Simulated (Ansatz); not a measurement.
Input and command of a calculation in Ansatz (plane waves; scalar-relativistic PAW potentials unless the input names others):

```yaml
crystal:
  lattice:
    - [0.0, 2.7533771579, 2.7533771579]
    - [2.7533771579, 0.0, 2.7533771579]
    - [2.7533771579, 2.7533771579, 0.0]
  atoms:
    - { symbol: In, position: [0.0, 0.0, 0.0] }
    - { symbol: P, position: [0.5, 0.5, 0.5] }
basis:
  ecutwfc: 420
kpoints:
  mp_grid: { grid: [14, 14, 14] }
hamiltonian:
  xc: pbe
scf:
  occupations: { method: fermi_dirac, width: 0.15 }
  NELM: 60
  max_iter: 100
output:
  forces: true
  eigenvalues: true
  stress: true
```

```bash
ansatz run input.yaml --threads 1 --pin off --max-ram 3072MiB --backend cpu --events-out ev --progress --plain --runs-dir out
```

Q: What is wrong with this input?

A: The program refuses it, because of a keyword of another program (scf.NELM: not typed → 60). Without that key it is accepted.

Abridged log:
```
Error: YAML parse error: error: line 17 column 3: unknown field `NELM`, expected one of max_iter, algorithm, n_extra_bands, self_checks, convergence, lower_state_search, omitted_lower_state_checks, lower_solution_reach, mixing, occupations, eigensolver, initial_density, exx
  --> <input>:17:3
   |
15 | scf:
16 |   occupations: { method: fermi_dirac, width: 0.15 }
17 |   NELM: 60
   |   ^ unknown field `NELM`, expected one of max_iter, algorithm, n_extra_bands, self_checks, convergence, lower_state_search, omitted_lower_state_checks, lower_solution_reach, mixing, occupations, eigensolver, initial_density, exx
18 |   max_iter: 100
19 | output:
   |
```